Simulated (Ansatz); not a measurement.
# CoO (R-3m) in Ansatz: settings compared, part 2 of 3

Ansatz 0.2.0.

### Step 3. Band structure, PBEsol+U, collinear spin, ferromagnetic start

File input.yaml:

```yaml
crystal:
  lattice:
    - [1.5054695445, 0.8691832468, 2.4399269062]
    - [-1.5054695445, 0.8691832468, 2.4399269062]
    - [0.0, -1.7383664936, 2.4399269062]
  atoms:
    - { symbol: Co, position: [0.0, 0.0, 0.0], spin: 2.0 }
    - { symbol: O, position: [0.5, 0.5, 0.5] }
hamiltonian:
  xc: pbesol
  pseudopotentials: { kind: paw }
  hubbard: { sites: [{ species: Co, l: d, u_eff: 1.0 }] }
magnetization:
  spin_polarized: true
kpoints:
  mp_grid: { grid: [11, 11, 11] }
  band_path:
    path:
      - [[0.0, 0.0, 0.0], [0.5, 0.0, 0.0], [0.5, 0.2512681158, -0.2512681158]]
      - [[0.7487318842, 0.5, 0.2512681158], [0.5, 0.5, 0.5], [0.0, 0.0, 0.0], [0.3756340579, 0.0, -0.3756340579]]
      - [[0.6243659421, 0.3756340579, 0.0], [0.5, 0.5, 0.0], [0.6243659421, 0.6243659421, 0.2512681158], [0.5, 0.5, 0.5]]
      - [[0.5, 0.0, 0.0], [0.7487318842, 0.3756340579, 0.3756340579]]
    npoints: 14
scf:
  occupations: { method: fermi_dirac, width: 0.05 }
  n_extra_bands: 6
output:
  forces: true
  stress: true
  eigenvalues: true
  fatbands: false
```

Potentials or basis: Ansatz PAW.

The run is started by

```sh
$ ansatz run input.yaml --threads 2 --pin off --max-ram 5632MiB --backend cpu --events-out ev --progress --plain --runs-dir out
```

The program printed:

```text
Warning: RAYON_NUM_THREADS=2 ignored (pool sized by the plan → 2); use --threads N
Co: projections on atomic orbitals take those of the free atom [Ne] 3s2 3p6 3d7 4s2, of charge +0.00 (hamiltonian.pseudopotentials.projection_atoms); the dataset's partial waves leave at most 1.4e-6 of an orbital's norm unspanned inside its sphere
O: projections on atomic orbitals take those of the free atom [He] 2s2 2p4, of charge +0.00 (hamiltonian.pseudopotentials.projection_atoms); the dataset's partial waves leave at most 1.9e-8 of an orbital's norm unspanned inside its sphere
scf.n_extra_bands = 6 over 12 filled bands (N_el = 23.0): the run solves 18 bands
Engine: ansatz 0.2.0, aarch64-unknown-linux-gnu
Pseudopotentials: kind: paw
Pseudopotential: Co, paw, valence charge 17, recommended cutoff 420 eV (normal), Co.paw.azcp
Pseudopotential: O, paw, valence charge 6, recommended cutoff 420 eV (normal), O.paw.azcp
Functional definition: PBEsol
  exchange = pbesol_x
  correlation = pbesol_c
Crystal: 2 atoms, lattice volume = 19.156 Å³
Basis set: ecut = 420 eV, 339 PW (Γ), exchange–correlation on 48×48×48 points (8 copies of the dense FFT grid, shifted against one another)
Bands: 18, of which v1, the nominal top of the filled ones, is band 12 counted from 1 (11 counted from 0)
Symmetry: 12 space group operations
Space group: R-3m (ITA 166), of the structure as read, at distance tolerance 2.7e-5 Å
Magnetic group: BNS 166.97 (UNI 1327), of the structure as read, at distance tolerance 2.7e-5 Å
k-points: 146 of 1331
Non-local potential: Co, projectors of the file, l = 0: 3, l = 1: 2, l = 2: 3, l = 3: 1
Non-local potential: O, projectors of the file, l = 0: 2, l = 1: 2, l = 2: 1
PAW form: soft (Blöchl's): semilocal exchange-correlation on the pseudo side does not see the compensation charge
PAW frozen core: Co, regenerated for the run's functional, and the local potential with it (the file was generated under x = pbe(κ = 0.804, μ = 0.2195149727645171), c = pbe(β = 0.06672455060314922))
PAW frozen core: O, regenerated for the run's functional, and the local potential with it (the file was generated under x = pbe(κ = 0.804, μ = 0.2195149727645171), c = pbe(β = 0.06672455060314922))
PAW one-centre angular grid: Co, 590 points (default); XC on 64 Gauss nodes
PAW one-centre angular grid: O, 110 points (default); XC on 64 Gauss nodes
Initial density: superposition of atomic densities (chi_scale 0.1, normalization cell, long waves kept (reshape's long-wave potential 0.00 eV rms))
Starting moments: Σ|m| = 2 μB on 1 of 2 sites
Initial wavefunctions: pseudopotential atomic-orbital guess
Functional: x = pbesol(κ = 0.804, μ = 0.12345679012345678), c = pbesol(β = 0.046)
SCF iter   1: F=—  HF=-5655.002453 eV  |F-HF|=—  |Δ(HF+E_count)|=         —  Δρ=3.69e-1 (↑1.60e-1 ↓3.69e-1)  dr2=4.15e1  dr2_m=2.73e0  M=0.728 μB ∫|m|=0.728 μB  β_m=0.30  ethr=3.10e-3  ⟨swp⟩=5.7  Hψ=22914  notcnv=0
preconditioner: auto → none  [metal: Δε(μ)=0.012 eV  Ē_g=15.955 eV  σ=0.050 eV  W_gap=0.06  n_scr=8 (ndim 8)  ℏωp=32.9 eV  f_vac=0.000  D(μ)=1.53/eV (n_scr^D=14)  sad-step TF]
SCF iter   2: F=—  HF=-5651.788427 eV  |F-HF|=—  |Δ(HF+E_count)|=    3.21e0  Δρ=1.64e-1 (↑6.56e-2 ↓1.64e-1)  dr2=2.66e0  dr2_m=1.35e0  M=2.393 μB ∫|m|=2.393 μB  β_m=1.00  ethr=3.10e-3  ⟨swp⟩=3.0  Hψ=14037  notcnv=0  defer=307
SCF iter   3: F=—  HF=-5651.238427 eV  |F-HF|=—  |Δ(HF+E_count)|=   5.50e-1  Δρ=5.34e-2 (↑3.58e-2 ↓5.34e-2)  dr2=5.31e-1  dr2_m=4.10e-2  M=2.507 μB ∫|m|=2.509 μB  β_m=1.00  ethr=3.10e-3  ⟨swp⟩=2.6  Hψ=12380  notcnv=0  defer=285
SCF iter   4: F=—  HF=-5651.434045 eV  |F-HF|=—  |Δ(HF+E_count)|=   1.96e-1  Δρ=3.08e-2 (↑1.65e-2 ↓3.08e-2)  dr2=1.59e-1  dr2_m=4.94e-2  M=2.326 μB ∫|m|=2.330 μB  β_m=0.30  ethr=2.31e-3  ⟨swp⟩=2.4  Hψ=11389  notcnv=0  defer=292
Mixer restart at iter 4: flushing history
spin-set hold released at iteration 4 (site moments contracting): the magnetisation degrees of freedom join the quasi-Newton model from the next iteration; the mixer history was flushed
SCF iter   5: F=—  HF=-5651.597763 eV  |F-HF|=—  |Δ(HF+E_count)|=   1.64e-1  Δρ=5.02e-2 (↑2.08e-2 ↓5.02e-2)  dr2=3.27e-1  dr2_m=1.66e-1  M=2.748 μB ∫|m|=2.751 μB  β_m=0.24  ethr=6.92e-4  ⟨swp⟩=2.9  Hψ=8751  notcnv=0  defer=293  recentre
SCF iter   6: F=—  HF=-5651.581334 eV  |F-HF|=—  |Δ(HF+E_count)|=   1.64e-2  Δρ=8.31e-3 (↑6.64e-3 ↓8.31e-3)  dr2=7.86e-3  dr2_m=3.05e-3  M=2.524 μB ∫|m|=2.529 μB  β_m=0.36  ethr=6.92e-4  ⟨swp⟩=2.0  Hψ=9002  notcnv=0  defer=309
SCF iter   7: F=—  HF=-5651.730077 eV  |F-HF|=—  |Δ(HF+E_count)|=   1.49e-1  Δρ=2.71e-2 (↑1.72e-2 ↓2.71e-2)  dr2=4.19e-2  dr2_m=7.95e-2  M=2.801 μB ∫|m|=2.807 μB  β_m=0.18  ethr=3.42e-5  ⟨swp⟩=2.0  Hψ=9813  notcnv=0  defer=309
[...]
SCF 1 converged in 19 iterations: F = -5651.779348 eV  dr2 = 2.92e-9
[...]
SCF 2 converged in 8 iterations: F = -5651.872541 eV  dr2 = 7.27e-9
The result is that of the SCF that stage 1 started: 0.093 eV lower in free energy than the state whose close was followed first; 19 iterations were spent on what was left
Symmetry: 4 space group operations
k-points: 366 of 1331
Initial density: read from a saved state, or passed on in memory by an earlier SCF of this step, an earlier step, the calling program or the single point that the run made first
iter 1 solved again at ethr=1.43e-10 eV; its pass at ethr=4.35e-6 eV (dr2=3.29e-8 eV) is discarded
SCF iter   1: F=—  HF=-5651.872541 eV  |F-HF|=—  |Δ(HF+E_count)|=         —  Δρ=7.28e-6 (↑2.51e-6 ↓7.28e-6)  dr2=7.28e-9  dr2_m=1.84e-9  M=2.955 μB ∫|m|=2.965 μB  ethr=1.43e-10  ⟨swp⟩=1.0  Hψ=124737  notcnv=0
preconditioner: auto → none  [metal: Δε(μ)=0.012 eV  Ē_g=15.652 eV  σ=0.050 eV  W_gap=0.06  n_scr=8 (ndim 8)  ℏωp=32.9 eV  f_vac=0.000  D(μ)=0.48/eV (n_scr^D=0)]
SCF iter   2: F=—  HF=-5651.860903 eV  |F-HF|=—  |Δ(HF+E_count)|=   1.16e-2  Δρ=7.05e-3 (↑3.02e-3 ↓7.05e-3)  dr2=9.74e-3  dr2_m=1.58e-3  M=2.951 μB ∫|m|=2.961 μB  ethr=4.35e-6  ⟨swp⟩=1.0  Hψ=70487  notcnv=0
SCF iter   3: F=—  HF=-5651.872154 eV  |F-HF|=—  |Δ(HF+E_count)|=   1.13e-2  Δρ=8.97e-4 (↑3.34e-4 ↓8.97e-4)  dr2=7.34e-5  dr2_m=4.06e-5  M=2.956 μB ∫|m|=2.966 μB  ethr=4.35e-6  ⟨swp⟩=1.0  Hψ=41419  notcnv=0
SCF iter   4: F=—  HF=-5651.872541 eV  |F-HF|=—  |Δ(HF+E_count)|=   3.87e-4  Δρ=5.42e-5 (↑2.92e-5 ↓5.42e-5)  dr2=7.31e-7  dr2_m=5.90e-8  M=2.955 μB ∫|m|=2.965 μB  ethr=8.95e-7  ⟨swp⟩=1.0  Hψ=31952  notcnv=0
an SCF along what the orbitals of the run's state read of its open shells (or to have them read: on a GPU, or by another smearing), with 8 of the crystal's symmetry operations given up (366 k-points in place of 146), reached no lower state that the run goes on to. This is no proof of a minimum
NSCF: frozen V_eff on 130 k-points
SCF converged after 8 iterations
Magnetization: 2.9551 μB (12.9775 up, 10.0225 down)
Absolute magnetization: 2.9652 μB (∫|ρ↑−ρ↓|, with the PAW one-centre terms)
Spin contamination: 0.0068 ħ² per cell (⟨S²⟩ above its minimum at these occupations)
Per-site moments (μB) at R_I (Å): [(2.514751000317167, 0.876038603632342), (0.2946277305397131, 0.876038603632342)]
Free energy (F): -5651.872541 eV
Harris-Foulkes:  -5651.872541 eV  (|F-HF|=4.76e-9)
Internal energy: -5651.868405 eV  (E = F + TS)
E sigma→0 (E₀):  -5651.870473 eV
Entropy (-TS):   -0.004136 eV (-2.068 meV/atom)
Fermi energy:    13.844394 eV
--- Per-component energies (eV) ---
  E_band       = -306.178371
  E_kinetic    = 616.926394
  E_local      = -3419.122526  (includes V_loc(G=0)·N_el)
  E_nonlocal   = 516.422073
  E_hartree    = 1401.099762
  E_xc         = -226.296354
  E_vxc        = -292.318099  (∫ρ·V_xc dr)
  E_hubbard    = 0.256808  (on-site DFT+U / exact-exchange correction)
  E_vhub       = -3.169100  (the Hubbard potential's part of the band-sum identity)
  E_paw        = -1638.696481  (= ΣΔE_a)
  E_vpaw       = -527.121741  (= ΣTr[D̂ρ^β])
  E_aug_tail   = 0.002488  (compensation charges beyond the density's cutoff)
  E_ewald      = -2902.684276
  E_core_change = 0.223707  (= ΣΔE_core)
  E_smearing   = -0.004136  (= −TS)
  E_closure    = 0.000000  (closes the sum)
  Σ components = -5651.872541   (vs F -5651.872541, Δ=0.00e0)
--- Forces (eV/Å), atoms counted from 1 ---
  atom   1  Co    -0.00000000    -0.00000000     0.00000000
  atom   2  O      0.00000000     0.00000000    -0.00000000
  max |Σ_I F_I| component: 4.21e-30 eV/Å
--- Stress (GPa, compression-positive) ---
       -4.067694       0.000000      -0.000000
        0.000000      -4.067694      -0.000000
       -0.000000      -0.000000      -3.289487
  P = ⅓ Tr σ = -3.8083 GPa (-38.083 kbar)
--- Band table (eV; the first three rows and the last of 292) ---
  k-point 0 ↑: bands = ["-82.6913", "-46.5752", "-45.8460", "-45.8460", "-6.2680", "9.5442", "10.1258", "10.1258", "10.6155", "10.6155", "10.8078", "10.8195", "10.8195", "14.7957", "30.3847", "31.7330", "31.8510", "31.8510"]
  k-point 1 ↑: bands = ["-82.6910", "-46.5760", "-45.8489", "-45.8464", "-6.1780", "9.3915", "9.5824", "9.6598", "9.9568", "10.6091", "11.0329", "11.3978", "11.4623", "15.3984", "28.8309", "31.4444", "31.5540", "32.5478"]
  k-point 2 ↑: bands = ["-82.6903", "-46.5780", "-45.8565", "-45.8475", "-5.9267", "8.4694", "8.7996", "8.8610", "9.8831", "10.7639", "11.2247", "12.2041", "12.2869", "16.6179", "26.6896", "30.3451", "30.4490", "32.9836"]
  k-point 145 ↓: bands = ["-79.5831", "-43.2961", "-42.9585", "-42.9565", "-4.4069", "6.4467", "9.1940", "9.3251", "13.1669", "13.2075", "14.7761", "16.5813", "16.8791", "19.6497", "24.0786", "26.9169", "27.7822", "35.8560"]
Occupation matrices written to <dir>
```

Run time: 41 s. Hardware: 2 threads of Arm Neoverse V2, shared host; peak memory 0.99 GiB.

What came out:

```
Free energy            : -5651.8725 eV
Pressure               : -3.8 GPa
Band gap on the k mesh : none (metal or under the smearing width)
Net moment             : 2.96 μB per cell
Absolute moment        : 2.97 μB per cell
Site moments           : Co +2.51; O +0.29 μB
```

Stress tensor (GPa, compression positive):
```
-4.07  0.00  0.00
 0.00 -4.07  0.00
 0.00  0.00 -3.29
```

Levels at the corners of the path, in eV from the Fermi level:
Spin up:
```csv
point,band 10,band 11,band 12,band 13,band 14,band 15,band 16,band 17
Γ,-3.23,-3.04,-3.02,-3.02,0.95,16.54,17.89,18.01
L,-2.51,-1.86,-0.02,0.08,4.95,9.36,13.25,13.32
B1,-2.91,-2.33,-2.21,-1.57,8.06,9.89,9.97,12.60
B,-2.91,-2.33,-2.21,-1.57,8.06,9.89,9.97,12.60
Z,-2.44,-2.44,0.06,0.06,4.78,9.46,13.21,13.21
Γ,-3.23,-3.04,-3.02,-3.02,0.95,16.54,17.89,18.01
X,-2.83,-2.25,-1.97,-1.49,7.37,9.64,9.76,14.96
Q,-2.83,-2.25,-1.97,-1.49,7.37,9.64,9.76,14.96
F,-3.36,-2.81,-2.75,-2.14,5.76,9.79,11.52,15.65
P1,-2.59,-2.27,-2.24,-1.45,7.33,9.56,9.78,14.96
Z,-2.44,-2.44,0.06,0.06,4.78,9.46,13.21,13.21
L,-2.51,-1.86,-0.02,0.08,4.95,9.36,13.25,13.32
P,-2.59,-2.27,-2.24,-1.45,7.33,9.56,9.78,14.96
```
Spin down:
```csv
point,band 7,band 8,band 9,band 10,band 11,band 12,band 13,band 14
Γ,-2.52,-2.44,-1.60,-1.60,-0.30,0.43,0.43,1.56
L,-4.71,-4.46,-0.33,-0.23,0.73,2.96,3.05,5.31
B1,-5.60,-4.97,-0.77,-0.50,0.64,1.27,1.95,9.04
B,-5.60,-4.97,-0.77,-0.50,0.64,1.27,1.95,9.04
Z,-4.54,-4.54,-0.63,-0.63,0.97,3.10,3.10,5.22
Γ,-2.52,-2.44,-1.60,-1.60,-0.30,0.43,0.43,1.56
X,-5.71,-4.19,-1.14,-0.22,0.55,1.45,1.94,8.24
Q,-5.71,-4.19,-1.14,-0.22,0.55,1.45,1.94,8.24
F,-3.83,-3.75,-2.43,-0.37,0.64,0.97,1.38,6.69
P1,-5.62,-4.27,-1.27,-0.44,0.74,1.54,1.96,8.23
Z,-4.54,-4.54,-0.63,-0.63,0.97,3.10,3.10,5.22
L,-4.71,-4.46,-0.33,-0.23,0.73,2.96,3.05,5.31
P,-5.62,-4.27,-1.27,-0.44,0.74,1.54,1.96,8.23
```

Eigenvalues of the final occupation matrices:
```
  site  spin  trace               eigenvalues
site 1     1   4.97  0.99 0.99 1.00 1.00 1.00
site 1     2   2.39  0.14 0.17 0.17 0.96 0.96
```

Caveat: the magnetic or orbital state may not be the lowest; the pressure holds a Pulay correction of +0.8 GPa for the finite cutoff; a cell with one magnetic atom can't hold antiferromagnetic order, which such compounds often take; the PAW data sets come from PBE, with cores solved anew for the run's functional, which leaves a small shift of forces and pressure.

(Continued in part 3 of 3.)
